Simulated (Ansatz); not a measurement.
# ZnO: how the settings move a single-point run

How sensitive is a single-point run of ZnO to its settings? A reference run comes first, then one run with altered input. The cell is built on a prototype (CsCl type) and needn't be the phase found in nature.

Program: Ansatz 0.2.0. Level of theory: reference: DFT, r2SCAN, plane waves, PAW. These are calculated values, not measurements.

1 further run of the same task is left out (it didn't finish).

**1. The starting structure**

Symmetry: Pm-3m, No. 221, cubic system. The conventional cell has a = 2.646 Å, b = 2.646 Å, c = 2.646 Å, α = 90.00°, β = 90.00°, γ = 90.00°. Zn (site symmetry m-3m) has 8 O at 2.29 Å as nearest neighbours. O (site symmetry m-3m) has 8 Zn at 2.29 Å as nearest neighbours.

As a file:

```
CELL_PARAMETERS angstrom
2.64617 0.00000 0.00000
0.00000 2.64617 0.00000
0.00000 0.00000 2.64617
ATOMIC_POSITIONS crystal
Zn 0.00000 0.00000 0.00000
O 0.50000 0.50000 0.50000
```

**2. Reference**

Input file input.yaml:

```yaml
crystal:
  lattice:
    - [2.6461709623, 0.0, 0.0]
    - [0.0, 2.6461709623, 0.0]
    - [0.0, 0.0, 2.6461709623]
  atoms:
    - { symbol: Zn, position: [0.0, 0.0, 0.0] }
    - { symbol: O, position: [0.5, 0.5, 0.5] }
kpoints:
  mp_grid: { grid: [6, 6, 6] }
hamiltonian:
  xc: r2scan
scf:
  occupations: { method: fermi_dirac, width: 0.02 }
  n_extra_bands: 4
output:
  forces: true
  stress: true
  eigenvalues: true
  write_density: true
  write_potential: true
  elf: true
  volumetric_format: npy
```

Launch:

```sh
> ansatz run input.yaml --threads 4 --pin off --max-ram 3686MiB --backend cpu --events-out ev --progress --plain --runs-dir out
```

**3. Changed: n_extra_bands 24**

input.yaml: that of step 2 with these lines changed.

```diff
@@ -14,3 +14,3 @@
   occupations: { method: fermi_dirac, width: 0.02 }
-  n_extra_bands: 4
+  n_extra_bands: 24
 output:
@@ -19,5 +19 @@
   eigenvalues: true
-  write_density: true
-  write_potential: true
-  elf: true
-  volumetric_format: npy
```

What does the calculation give? Wanted: for each run, ending; energy change; pressure; gap; force.

**Answer**, as computed:

| run | ending | energy change | pressure (GPa) | gap (eV) | force (eV/Å) | cycles | time |
| --- | --- | --- | --- | --- | --- | --- | --- |
| reference | converged | 0 | 0.2 | 0.00 | 0.00 | 7 | 1.1 s |
| 1: n_extra_bands 24 | converged | 0.0 meV/atom | 0.2 | 0.00 | 0.00 | 7 | 1 s |

Times don't compare one to one where runs were asked for different outputs or read a saved state (see the inputs); cycles may leave out searches for a lower state.

Residual by cycle in the longest SCF loop of each run; runs are numbered as in the table. The quantity is the density residual dr2, in eV.

| cycle | reference | run 1 |
| --- | --- | --- |
| 1 | 0.0638 | 0.0639 |
| 2 | 0.00241 | 0.00245 |
| 3 | 0.00138 | 0.00139 |
| 4 | 5.7e-4 | 5.6e-4 |
| 5 | 8.4e-7 | 7.3e-7 |
| 6 | 5.5e-8 | 5.9e-8 |
| 7 | 5.0e-9 | 4.7e-9 |

**Reading.** Energy and cycle count are those of the reference, so the change (band count) left the result and the number of cycles as they were. Semilocal functionals close small gaps, so the missing gap need not be the real solid's.
